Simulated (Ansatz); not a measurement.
Skutterudite CoSb₃, treated with BLYP (PAW; Ansatz, a program for electronic structure).

Numerical settings: plane-wave cutoff 520 eV, 6×6×6 k mesh, Fermi–Dirac smearing 0.01 eV, no spin polarisation, scalar-relativistic PAW data made under PBE.

A third-order Birch–Murnaghan fit to the energies gives V0 = 25.364 Å³/atom, B0 = 67.6 GPa, B′ = 4.9.

```tsv
V (Å³/atom)	P (GPa)
24.345	?
24.852	1.45
25.359	0.01
25.867	?
26.374	-2.40
```

Q: Estimate the withheld pressures from this fit; the answers are the runs' own values.

A: 
- 24.345, P (GPa): 3.06
- 25.867, P (GPa): -1.27

The formula P = (3/2) B0 (x^(7/3) − x^(5/3)) [1 + (3/4)(B′ − 4)(x^(2/3) − 1)] with x = V0/V meets the computed pressures within 0.01 GPa when these rounded values are put in.

Shape and atoms are relaxed at each volume.

Measured, for comparison: bulk modulus 95 ± 5 GPa (room temperature, not corrected to a static lattice, our sources range from 85.0 to 95.0; as tabulated in Alexeev et al. (2016), arXiv:1601.07731); equilibrium volume per atom 23.06 Å³/atom (room temperature, not corrected to a static lattice; as tabulated in Alexeev et al. (2016), arXiv:1601.07731). Computed (rounded) less measured: bulk modulus -29 % (-20 % to -29 % over the range), equilibrium volume per atom +10.0 %.

Note: the gap of the solid is closed in this run; this level leaves the solid without a gap, although one is measured; the bulk modulus comes from volumes at which shape and atoms were relaxed.

Spin–orbit coupling is not included; it can open a gap where bands touch, and shift volumes and moduli.

Computed values are for the static lattice.
